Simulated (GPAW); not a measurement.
# LiCl (Fm-3m): G0W0 with GPAW, start to end

Aim: the G0W0 gap of LiCl (Fm-3m) on LDA, step by step.

Method: LDA and many-body steps on it, plane waves, in GPAW 26.7.0.

The database entry behind the starting cell differs from later determinations by our own check (0.1 to 0.3 % short, probably kX units), so it need not match the best structure at ambient conditions.

### Step 1. The structure

The structure is cubic, space group Fm-3m (No. 225). Conventional cell: a = 5.130 Å, b = 5.130 Å, c = 5.130 Å, α = 90.00°, β = 90.00°, γ = 90.00°. Nearest to Li lie 6 Cl at 2.56 Å. Nearest to Cl lie 6 Li at 2.56 Å. Farther neighbours and most contacts between anions are not listed.

The cell and positions come from the Crystallography Open Database and are kept as given unless a step says otherwise.

### Step 2. Ground state

This step: GPAW 26.7.0; DFT, LDA, plane waves, PAW.

The ground-state density comes first.

run.py

```python
import json
import numpy as np
from gpaw.mpi import world
from ase import Atoms
from gpaw import GPAW, PW, FermiDirac

atoms = Atoms(['Li', 'Cl'],
    cell=[[0.0000000000, 2.5647700000, 2.5647700000],
      [2.5647700000, 0.0000000000, 2.5647700000],
      [2.5647700000, 2.5647700000, 0.0000000000]],
    scaled_positions=[[0.0000000000, 0.0000000000, 0.0000000000],
      [0.5000000000, 0.5000000000, 0.5000000000]],
    pbc=(True, True, True))
calc = GPAW(mode=PW(600),
    xc='LDA',
    kpts={'size': (8, 8, 8), 'gamma': True},
    occupations=FermiDirac(0.001),
    nbands=-7,
    convergence={'density': 1e-6, 'bands': -3},
    maxiter=100,
    txt='gs.txt')
atoms.calc = calc
res = {'energy': atoms.get_potential_energy()}
kpts = calc.get_ibz_k_points()
res['kpts'] = kpts
res['eigenvalues'] = [calc.get_eigenvalues(kpt=k) for k in range(len(kpts))]
res['n_electrons'] = calc.get_number_of_electrons()
calc.write('gs.gpw')

if world.rank == 0:
    with open('result.json', 'w') as f:
        json.dump(res, f, default=lambda x: x.tolist())
```

On the command line:

```
mpirun -n 4 gpaw python run.py
```

The program printed:

```text
__  _  _
 | _ |_)|_||  |
 |__||  | ||/\| - 26.7.0

Input parameters:
  mode=PW(ecut=600.0),
  convergence={'density': 1e-06, 'bands': -3},
  kpts=MonkhorstPack(size=(8, 8, 8), gamma=True),
  maxiter=100,
  nbands=-7,
  occupations=Occupations(name='fermi-dirac', width=0.001, fixmagmom=False),
  xc=XC(name='LDA')
  [... matrices ...]
Diagonalizing LCAO Hamiltonian
Converting LCAO to pw mode

               Cl

       Li

Atoms  # Å, Bohr magnetons
|   | symbol |        x |        y |        z |    initial magnetic moments |
| 0 |     Li | 0.000000 | 0.000000 | 0.000000 | ( 0.0000,  0.0000,  0.0000) |
| 1 |     Cl | 2.564770 | 2.564770 | 2.564770 | ( 0.0000,  0.0000,  0.0000) |

Unit cell  # Å
| periodic |        x |        y |        z |  lengths |    angles |
|      yes | 0.000000 | 2.564770 | 2.564770 | 3.627133 | 60.000000 |
|      yes | 2.564770 | 0.000000 | 2.564770 | 3.627133 | 60.000000 |
|      yes | 2.564770 | 2.564770 | 0.000000 | 3.627133 | 60.000000 |

Number of symmetries: 48
Symmetry operations  # r_c * U_cc + t_c -> r_c
|    | kind |            matrix            |
|  0 |  σ   |  1, 0, 0,  1, 0,-1,  1,-1, 0 |
|  1 |  C2  |  1, 0, 0,  1,-1, 0,  1, 0,-1 |
|  2 |  E   |  1, 0, 0,  0, 1, 0,  0, 0, 1 |
|  3 |  σ   |  1, 0, 0,  0, 0, 1,  0, 1, 0 |
|  4 |  C4  |  1, 0,-1,  1, 0, 0,  1,-1, 0 |
|  5 |  S6  |  1, 0,-1,  1,-1, 0,  1, 0, 0 |
|  6 |  σ   |  1, 0,-1,  0, 1,-1,  0, 0,-1 |
|  7 |  C3  |  1, 0,-1,  0, 0,-1,  0, 1,-1 |
|  8 |  S6  |  1,-1, 0,  1, 0, 0,  1, 0,-1 |
|  9 |  C4  |  1,-1, 0,  1, 0,-1,  1, 0, 0 |
| 10 |  C3  |  1,-1, 0,  0,-1, 1,  0,-1, 0 |
| 11 |  σ   |  1,-1, 0,  0,-1, 0,  0,-1, 1 |
| 12 |  σ   |  0, 1, 0,  1, 0, 0,  0, 0, 1 |
| 13 |  C4  |  0, 1, 0,  0, 1,-1, -1, 1, 0 |
| 14 |  C3  |  0, 1, 0,  0, 0, 1,  1, 0, 0 |
| 15 |  S6  |  0, 1, 0, -1, 1, 0,  0, 1,-1 |
| 16 |  C2  |  0, 1,-1,  1, 0,-1,  0, 0,-1 |
| 17 |  σ   |  0, 1,-1,  0, 1, 0, -1, 1, 0 |
| 18 |  S4  |  0, 1,-1,  0, 0,-1,  1, 0,-1 |
| 19 |  C4  |  0, 1,-1, -1, 1, 0,  0, 1, 0 |
| 20 |  C3  |  0, 0, 1,  1, 0, 0,  0, 1, 0 |
| 21 |  σ   |  0, 0, 1,  0, 1, 0,  1, 0, 0 |
| 22 |  S6  |  0, 0, 1,  0,-1, 1, -1, 0, 1 |
| 23 |  C4  |  0, 0, 1, -1, 0, 1,  0,-1, 1 |
| 24 |  S4  |  0, 0,-1,  1, 0,-1,  0, 1,-1 |
| 25 |  C3  |  0, 0,-1,  0, 1,-1,  1, 0,-1 |
| 26 |  C2  |  0, 0,-1,  0,-1, 0, -1, 0, 0 |
| 27 |  S6  |  0, 0,-1, -1, 0, 0,  0,-1, 0 |
| 28 |  S4  |  0,-1, 1,  1,-1, 0,  0,-1, 0 |
| 29 |  C4  |  0,-1, 1,  0, 0, 1, -1, 0, 1 |
| 30 |  C2  |  0,-1, 1,  0,-1, 0,  1,-1, 0 |
| 31 |  σ   |  0,-1, 1, -1, 0, 1,  0, 0, 1 |
| 32 |  C3  |  0,-1, 0,  1,-1, 0,  0,-1, 1 |
| 33 |  S6  |  0,-1, 0,  0, 0,-1, -1, 0, 0 |
| 34 |  S4  |  0,-1, 0,  0,-1, 1,  1,-1, 0 |
| 35 |  C2  |  0,-1, 0, -1, 0, 0,  0, 0,-1 |
| 36 |  C2  | -1, 1, 0,  0, 1, 0,  0, 1,-1 |
| 37 |  S6  | -1, 1, 0,  0, 1,-1,  0, 1, 0 |
| 38 |  S4  | -1, 1, 0, -1, 0, 1, -1, 0, 0 |
| 39 |  C3  | -1, 1, 0, -1, 0, 0, -1, 0, 1 |
| 40 |  S6  | -1, 0, 1,  0, 0, 1,  0,-1, 1 |
| 41 |  C2  | -1, 0, 1,  0,-1, 1,  0, 0, 1 |
| 42 |  C3  | -1, 0, 1, -1, 1, 0, -1, 0, 0 |
| 43 |  S4  | -1, 0, 1, -1, 0, 0, -1, 1, 0 |
| 44 |  C2  | -1, 0, 0,  0, 0,-1,  0,-1, 0 |
| 45 |  i   | -1, 0, 0,  0,-1, 0,  0, 0,-1 |
| 46 |  σ   | -1, 0, 0, -1, 1, 0, -1, 0, 1 |
| 47 |  C2  | -1, 0, 0, -1, 0, 1, -1, 1, 0 |

BZ-sampling:
  Number of BZ points: 512
  Number of IBZ points: 29

  Monkhorst-Pack size: [8, 8, 8]
  Monkhorst-Pack shift: [0.0625, 0.0625, 0.0625]

K-points  # in reciprocal-cell coordinates
|     |                                coordinates |     weight |
|   0 | (  0.00000000,   0.00000000,   0.00000000) | 0.00195312 |
|   1 | (  0.12500000,   0.12500000,   0.00000000) | 0.01171875 |
|   2 | (  0.12500000,   0.12500000,   0.12500000) | 0.01562500 |
|   3 | (  0.25000000,   0.12500000,   0.12500000) | 0.02343750 |
|   4 | (  0.25000000,   0.25000000,   0.00000000) | 0.01171875 |
|   5 | (  0.25000000,   0.25000000,   0.12500000) | 0.04687500 |
|   6 | (  0.25000000,   0.25000000,   0.25000000) | 0.01562500 |
|   7 | (  0.37500000,   0.25000000,  -0.37500000) | 0.04687500 |
|   8 | (  0.37500000,   0.25000000,   0.12500000) | 0.04687500 |
|   9 | (  0.37500000,   0.25000000,   0.25000000) | 0.04687500 |
| ... |                                            |            |
|  28 | (  0.50000000,   0.50000000,   0.50000000) | 0.00781250 |

Plane wave coefficients: 1158
Cutoff: 600.0 eV

Spin-components: 1 (collinear spins)
Bands:           11
Projectors:      8
Spin-degeneracy: 2
Datatype:        complex128

  Storage: CPU
  Wave functions: 5_813_456 bytes (1_453_364 per core)
  Projectors: 10_041_424 bytes (2_510_356 per core)
  [... matrices ...]
Parallelization:
  kpt:    4
  domain: 1
  band:   1

Density:
  Valence electrons: 8.0
  Components: 1
  Grid points: [21 21 21]
  Charge: 0.0  # |e|

Potential:
  Grid points: [21 21 21]

species:
  Li:
    name:    Lithium
    Z:       3.0
    valence: 1
    core:    2
    charge:  0.0  # [|e|]
    compensation charges:
      type: gauss
      rc: 0.33  # [Å]
      lmax: 2
    cutoffs:
      filter: 1.91  # [Å]
      core: 2.55  # [Å]
    projectors
    | kind |    occ | energy [eV] | rcut [Å] |
    |   2s |  1.000 |      -2.874 |    1.058 |
    |   2p |  0.000 |      -1.126 |    1.058 |
    |    s |        |      24.338 |    1.058 |

    Using partial waves for Li as LCAO basis

  Cl:
    name:    Chlorine
    Z:       17.0
    valence: 7
    core:    10
    charge:  0.0  # [|e|]
    compensation charges:
      type: gauss
      rc: 0.25  # [Å]
      lmax: 2
    cutoffs:
      filter: 1.40  # [Å]
      core: 1.49  # [Å]
    projectors
    | kind |    occ | energy [eV] | rcut [Å] |
    |   3s |  2.000 |     -20.688 |    0.794 |
    |   3p |  5.000 |      -8.701 |    0.794 |
    |    s |        |       6.523 |    0.794 |
    |    p |        |      18.511 |    0.794 |
    |    d |        |       0.000 |    0.794 |

    Using partial waves for Cl as LCAO basis

Reference energy: -12718.738429  # eV

eigensolver:
  PPCG
  Converge bands: -3
  niter=2

density mixing:
  MSR1-Mixer
  Pratt-step length: 0.05
  Maximum mixing coefficient: 0.75
  Old densities: 10
  SVD Regularization: 0.005
  Good broyden scale: 1.0
  Trust region scale: 1.0
  Backstep threshold: 4.0
  History deletion threshold: 6.0
  Fourier metric: weight=20.0, sigma=0.015

occupation numbers:
  Fermi-Dirac:
    width: 0.0010  # eV

poisson solver:
  ecut: 4800.0  # eV

xc functional:
  name: None

Initialization done in: 1.073 s

convergence criteria:
- Maximum integral of absolute [dens]ity change: 1e-06 electrons / valence electron
- Maximum [total energy] change in last 3 cyles: 0.0005 eV / valence electron
- Maximum integral of absolute [eigenst]ate change: 4e-08 eV^2 / valence electron
maximum number of iterations: 100

SCF iterations
|iter     |     time |      energy | eigst |  dens |
|iter:   1|  |   -8.030484 | +1.28 |       |
|iter:   2|  |   -8.029863 | -0.09 | -1.33 |
|iter:   3|  |   -8.024247 | -1.19 | -1.36 |
|iter:   4|  |   -8.024799 | -1.45 | -1.96 |
|iter:   5|  |   -8.024822c| -2.74 | -2.67 |
|iter:   6|  |   -8.024826c| -3.50 | -3.29 |
|iter:   7|  |   -8.024826c| -4.38 | -4.46 |
|iter:   8|  |   -8.024826c| -4.92 | -5.18 |
|iter:   9|  |   -8.024826c| -5.72 | -5.71 |
|iter:  10|  |   -8.024826c| -6.21 | -6.83c|
|iter:  11|  |   -8.024826c| -7.00 | -7.28c|
|iter:  12|  |   -8.024826c| -7.54c| -7.31c|

Converged in 12 steps
SCF loop duration: 2.339 s (0.195 s/step)
Energy contributions relative to reference atoms: (reference = -12718.738429)
  [... matrices ...]
Energy contributions:
  Kinetic:           6.804468
  Coulomb:          -7.374232
  Zero:              0.035702
  External:          0.000000
  Xc:               -7.490765
  Entropy:          -0.000000
  Spinorbit:         0.000000
  ----------------------------
  Free energy:      -8.024826
  Extrapolated:     -8.024826

dipole moment: (-2.971100, -2.971100, -2.971100)  # |e|*Ang

Fermi level: 3.392
Eigenvalues  # (at kpt = [0.000, 0.000, 0.000])
| band index |      eig [eV] | occ [0-2] |
|          0 |       -12.813 |     2.000 |
|          1 |         0.540 |     2.000 |
|          2 |         0.540 |     2.000 |
|          3 |         0.540 |     2.000 |
|          4 |         6.526 |     0.000 |
|          5 |        12.163 |     0.000 |
|          6 |        12.163 |     0.000 |
|          7 |        12.163 |     0.000 |
|          8 |        14.697 |     0.000 |
|          9 |        14.697 |     0.000 |
|         10 |        14.697 |     0.000 |

Gap: 5.986 eV
Transition (v -> c):
  (s=0, k=0, n=3, [0.00, 0.00, 0.00]) -> (s=0, k=0, n=4, [0.00, 0.00, 0.00])
No difference between direct/indirect transitions
# Writing to gs.gpw (mode='')
  [... matrices ...]
```

Elapsed: 5.2 s, on 4 MPI ranks of Arm Neoverse V1, shared host; peak memory 0.58 GiB; 20 s of CPU time.

Numbers from this step:

```
total energy               : -8.025 eV
gap                        : 5.986 eV
k of the valence top       : 0, 0, 0
k of the conduction bottom : 0, 0, 0
least direct gap           : 5.986 eV
```

The gap is direct, at Γ.

### Step 3. Bands along the symmetry lines

The cheap functional maps the bands first; the places of the edges decide which points the dearer methods must see.

run.py

```python
import json
import numpy as np
from gpaw.mpi import world
from gpaw import GPAW

path = [[0.000000, 0.000000, 0.000000],
    [0.062500, 0.000000, 0.062500],
    [0.125000, 0.000000, 0.125000],
    [0.187500, 0.000000, 0.187500],
    [0.250000, 0.000000, 0.250000],
    [0.312500, 0.000000, 0.312500],
    [0.375000, 0.000000, 0.375000],
    [0.437500, 0.000000, 0.437500],
    [0.500000, 0.000000, 0.500000],
    [0.515625, 0.031250, 0.515625],
    [0.531250, 0.062500, 0.531250],
    [0.546875, 0.093750, 0.546875],
    [0.562500, 0.125000, 0.562500],
    [0.578125, 0.156250, 0.578125],
    [0.593750, 0.187500, 0.593750],
    [0.609375, 0.218750, 0.609375],
    [0.625000, 0.250000, 0.625000],
    [0.375000, 0.375000, 0.750000],
    [0.328125, 0.328125, 0.656250],
    [0.281250, 0.281250, 0.562500],
    [0.234375, 0.234375, 0.468750],
    [0.187500, 0.187500, 0.375000],
    [0.140625, 0.140625, 0.281250],
    [0.093750, 0.093750, 0.187500],
    [0.046875, 0.046875, 0.093750],
    [0.000000, 0.000000, 0.000000],
    [0.062500, 0.062500, 0.062500],
    [0.125000, 0.125000, 0.125000],
    [0.187500, 0.187500, 0.187500],
    [0.250000, 0.250000, 0.250000],
    [0.312500, 0.312500, 0.312500],
    [0.375000, 0.375000, 0.375000],
    [0.437500, 0.437500, 0.437500],
    [0.500000, 0.500000, 0.500000],
    [0.500000, 0.468750, 0.531250],
    [0.500000, 0.437500, 0.562500],
    [0.500000, 0.406250, 0.593750],
    [0.500000, 0.375000, 0.625000],
    [0.500000, 0.343750, 0.656250],
    [0.500000, 0.312500, 0.687500],
    [0.500000, 0.281250, 0.718750],
    [0.500000, 0.250000, 0.750000],
    [0.500000, 0.218750, 0.718750],
    [0.500000, 0.187500, 0.687500],
    [0.500000, 0.156250, 0.656250],
    [0.500000, 0.125000, 0.625000],
    [0.500000, 0.093750, 0.593750],
    [0.500000, 0.062500, 0.562500],
    [0.500000, 0.031250, 0.531250],
    [0.500000, 0.000000, 0.500000]]
calc = GPAW('gs.gpw').fixed_density(kpts=path,
    symmetry='off',
    nbands=14,
    convergence={'bands': 10},
    txt='bands.txt')
res = {}
kpts = calc.get_ibz_k_points()
res['kpts'] = kpts
res['eigenvalues'] = [calc.get_eigenvalues(kpt=k) for k in range(len(kpts))]
res['n_electrons'] = calc.get_number_of_electrons()

if world.rank == 0:
    with open('result.json', 'w') as f:
        json.dump(res, f, default=lambda x: x.tolist())
```

On the command line:

```
mpirun -n 4 gpaw python run.py
```

The program printed:

```text
Diagonalizing LCAO Hamiltonian
Converting LCAO to pw mode
convergence criteria:
- Maximum integral of absolute [eigenst]ate change: 4e-08 eV^2 / valence electron
maximum number of iterations: 100

SCF iterations
|iter     |     time |      energy | eigst |  dens |
|iter:   1|  |             | +2.27 |       |
|iter:   2|  |             | +0.98 |       |
|iter:   3|  |             | +0.28 |       |
[...]
|iter:   7|  |             | -5.23 |       |
|iter:   8|  |             | -6.56 |       |
|iter:   9|  |             | -7.65c|       |
SCF steps: 9
  __  _  _
 | _ |_)|_||  |
 |__||  | ||/\| - 26.7.0

Input parameters:
  mode=PW(ecut=600.0),
  convergence={'bands': 10},
  gpts=array([21, 21, 21]),
  kpts=KPoints(kpts=array([[0.      , 0.      , 0.      ],
         [0.0625  , 0.      , 0.0625  ],
         [0.125   , 0.      , 0.125   ],
         [0.1875  , 0.      , 0.1875  ],
[...]
[0.515625, 0.03125 , 0.515625],
[...]
[0.546875, 0.09375 , 0.546875],
[...]
[0.578125, 0.15625 , 0.578125],
[...]
[0.609375, 0.21875 , 0.609375],
[...]
[0.328125, 0.328125, 0.65625 ],
[...]
[0.234375, 0.234375, 0.46875 ],
[...]
[0.140625, 0.140625, 0.28125 ],
[...]
[0.046875, 0.046875, 0.09375 ],
[...]
[0.5     , 0.0625  , 0.5625  ],
         [0.5     , 0.03125 , 0.53125 ],
         [0.5     , 0.      , 0.5     ]])),
  maxiter=100,
  nbands=14,
  occupations=Occupations(name='fermi-dirac', width=0.001, fixmagmom=False),
  parallel={},
  symmetry=Symmetry(point_group=False, time_reversal=False),
  xc=XC(name='LDA')
  [... matrices ...]
timing:  # [seconds]
  Total: 0.023  # ━━━━━━━━━━━━━━━━━━━━━━━━━━━━━━━━━━━━━━━━━━━━━━━━━━━━━━━━━━━
```

Wall time 6.2 s (4 MPI ranks); peak memory 0.62 GiB; 24 s of CPU time.

This step gave:

```
gap                        : 5.981 eV
k of the valence top       : 0.0938, 0.0938, 0.1875
k of the conduction bottom : 0, 0, 0
least direct gap           : 5.986 eV
```

The gap is 5.981 eV, −0.005 eV from the run before at this level.

Electronic bands along the path, in eV, zero at the top of the highest filled band; v1 is the highest filled band, c1 the lowest empty one:

```csv
point,v4,v3,v2,v1,c1,c2,c3,c4
Γ,-13.36,-0.01,-0.01,-0.01,5.98,11.62,11.62,11.62
halfway,-12.98,-1.57,-0.61,-0.61,8.24,9.23,9.39,12.17
X,-12.51,-3.00,-1.14,-1.14,7.57,7.98,12.09,13.75
halfway,-12.52,-2.89,-1.38,-1.07,7.68,8.43,11.80,12.78
U,-12.54,-2.57,-1.85,-0.86,7.75,9.64,11.12,11.40
jump to K,-12.54,-2.57,-1.85,-0.86,7.75,9.64,11.12,11.40
halfway,-12.96,-1.77,-0.90,-0.09,7.60,9.77,10.00,10.56
Γ,-13.36,-0.01,-0.01,-0.01,5.98,11.62,11.62,11.62
halfway,-13.08,-1.64,-0.14,-0.14,6.87,10.34,10.34,10.66
L,-12.77,-2.90,-0.26,-0.26,6.39,9.14,9.14,12.66
halfway,-12.65,-2.63,-1.36,-0.60,7.87,9.00,10.19,11.44
W,-12.52,-2.20,-2.20,-1.10,9.26,9.77,10.12,10.12
halfway,-12.52,-2.78,-1.49,-1.12,8.05,8.64,11.50,11.81
X,-12.51,-3.00,-1.14,-1.14,7.57,7.98,12.09,13.75
```

The electronic bands as a text plot (rows in eV, shown from -8.0 to 11.7 only):

```
   11.3 |++++     +     +++      +++++++++++ ++       ++    ++
   10.4 |  ++              ++++++++++    ++++         +++++++
    9.6 |    +++++       ++ +++++++          +++    ++   ++++
    8.8 |       ++     ++                       ++++++++++ +++
    8.0 |     +++++++++++++++++++                     ++     ++++
    7.2 |    +       +           ++        ++       ++
    6.3 |++++                      ++++++++  +++++++
    5.5 |
    4.7 |
    3.9 |
    3.1 |
    2.2 |
    1.4 |
    0.6 |
   -0.2 |*******            ***************************
   -1.0 |    *  ************  *******      *        *************
   -1.9 |     ****      *********           ***        *******
   -2.7 |         *********                    **********  ******
   -3.5 |
   -4.3 |
   -5.1 |
   -6.0 |
   -6.8 |
   -7.6 |
         Γ           X  U|K            Γ         L        W     X
```

### Step 4. Empty states on the mesh, 6×6×6 mesh, 312 bands

The sums over transitions need many empty states on a uniform mesh; this step solves for them.

run.py

```python
import json
import numpy as np
from gpaw.mpi import world
from gpaw import GPAW

calc = GPAW('gs.gpw').fixed_density(kpts={'size': (6, 6, 6), 'gamma': True},
    parallel={'domain': 1, 'band': 1},
    txt='nscf.txt')
calc.diagonalize_full_hamiltonian(nbands=312)
calc.write('full.gpw', mode='all')
res = {}
kpts = calc.get_ibz_k_points()
res['kpts'] = kpts
res['eigenvalues'] = [calc.get_eigenvalues(kpt=k) for k in range(len(kpts))]
res['n_electrons'] = calc.get_number_of_electrons()

if world.rank == 0:
    with open('result.json', 'w') as f:
        json.dump(res, f, default=lambda x: x.tolist())
```

On the command line:

```
mpirun -n 4 gpaw python run.py
```

The program printed:

```text
Diagonalizing LCAO Hamiltonian
Converting LCAO to pw mode
convergence criteria:
- Maximum integral of absolute [eigenst]ate change: 4e-08 eV^2 / valence electron
maximum number of iterations: 100

SCF iterations
|iter     |     time |      energy | eigst |  dens |
|iter:   1|  |             | +1.26 |       |
|iter:   2|  |             | -0.12 |       |
|iter:   3|  |             | +0.03 |       |
[...]
|iter:   9|  |             | -6.16 |       |
|iter:  10|  |             | -6.87 |       |
|iter:  11|  |             | -7.56c|       |
SCF steps: 11
  __  _  _
 | _ |_)|_||  |
 |__||  | ||/\| - 26.7.0

Input parameters:
  mode=PW(ecut=600.0),
  convergence={'density': 1e-06, 'bands': -3},
  gpts=array([21, 21, 21]),
  kpts=MonkhorstPack(size=(6, 6, 6), gamma=True),
  maxiter=100,
  nbands=11,
  occupations=Occupations(name='fermi-dirac', width=0.001, fixmagmom=False),
  parallel={'domain': 1, 'band': 1},
  xc=XC(name='LDA')
Matrix size: 1139x1139
# Writing to full.gpw (mode='all')
  [... matrices ...]

timing:  # [seconds]
  Total: 7.849  # ━━━━━━━━━━━━━━━━━━━━━━━━━━━━━━━━━━━━━━━━━━━━━━━━━━━━━━━━━━━
```

Elapsed: 12 s, on 4 MPI ranks; peak memory 1.2 GiB.

Numbers from this step:

```yaml
gap: 5.986 eV
k_of_the_valence_top: 0, 0, 0
k_of_the_conduction_bottom: 0, 0, 0
least_direct_gap: 5.986 eV
k_points_computed: 16
lowest_point_of_the_top_converged_band_above_the_valence_top: 239.9887 eV
```

On this mesh the gap is 5.986 eV.

[end of part 1 of 2]

[Paths, hosts, dates, memory and timing lines, banners, echoed tables and standing remarks are left out of the program output.]

[Logs are printed without paths, hosts, clocks, repeated set-up lines and the standing remarks that a program may print on its own settings, such as how far it seeks lower states.]

[Runs of the session that timed out or met a known fault of the program may be left out.]

[Hosts, paths, dates, database ids (printed as entryN), source tags and the programs' standing remarks are cut or masked in the printed files.]
